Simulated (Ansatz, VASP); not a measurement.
# One calculation of SnSe, two programs

File INCAR:

```
PREC = Accurate
ENCUT = 520
EDIFF = 1E-6
ISMEAR = 0
SIGMA = 0.05
LREAL = F
LASPH = T
NELM = 100
ALGO = Normal
ISIF = 2
LWAVE = F
LCHARG = T
LELF = T
LVHAR = T
NBANDS = 17
```

Contents of KPOINTS:

```
regular mesh
0
Gamma
  8 8 8
```

The input POSCAR:

```
SnSe
1.0
    0.0000000000      3.0100000000      3.0100000000
    3.0100000000      0.0000000000      3.0100000000
    3.0100000000      3.0100000000      0.0000000000
Sn Se
1 1
Direct
    0.0000000000      0.0000000000      0.0000000000
    0.4626245847      0.4626245847      0.5373754153
```

Input for Ansatz:

```yaml
crystal:
  lattice:
    - [0.0, 3.01, 3.01]
    - [3.01, 0.0, 3.01]
    - [3.01, 3.01, 0.0]
  atoms:
    - { symbol: Sn, position: [0.0, 0.0, 0.0] }
    - { symbol: Se, position: [0.4626245847, 0.4626245847, 0.5373754153] }
basis:
  ecutwfc: 420
kpoints:
  mp_grid: { grid: [8, 8, 8] }
hamiltonian:
  xc: lda
scf:
  occupations: { method: gaussian, width: 0.05 }
output:
  forces: true
  stress: true
  eigenvalues: true
  write_density: true
  write_potential: true
  elf: true
  volumetric_format: npy
```

Change from the starting cell: all Se atoms moved +0.225 Å, as atom 2 towards its neighbour atom 1 (Sn) at 3.010 Å.

Alike in both runs: task single point; functional LDA; k mesh 8 × 8 × 8; occupations gaussian, width 0.05 eV; no spin polarisation.

```csv
,VASP,Ansatz
version,VASP 6.6.1,Ansatz 0.2.0
potentials or method,"VASP PAW LDA potentials, release 64 (Sn_d, Se)","scalar-relativistic, plane waves, PAW"
plane-wave cutoff (eV),520,420
valence electrons in the cell,20,30
```

|  | VASP | Ansatz | Ansatz less VASP |
| --- | --- | --- | --- |
| gap on the k mesh at the Fermi level (eV) | 0.83 | 0.83 | 0.000 |
| least direct gap on the mesh (eV) | 0.85 | 0.83 | -0.017 |
| pressure (GPa) | -2.5 | -2.6 | -0.10 |
| largest component of the traceless stress (GPa) | 0.96 | 0.95 | -0.013 |
| rms of the force components (eV/Å) | 0.063 | 0.057 | -0.0066 |

Atom by atom the forces differ by 0.007 eV/Å (rms over components). The two sets of potentials don't hold the same shells in valence.

Caveats: spin-orbit coupling is left out, which moves the levels of the heavy elements. A k mesh can miss the band edges.
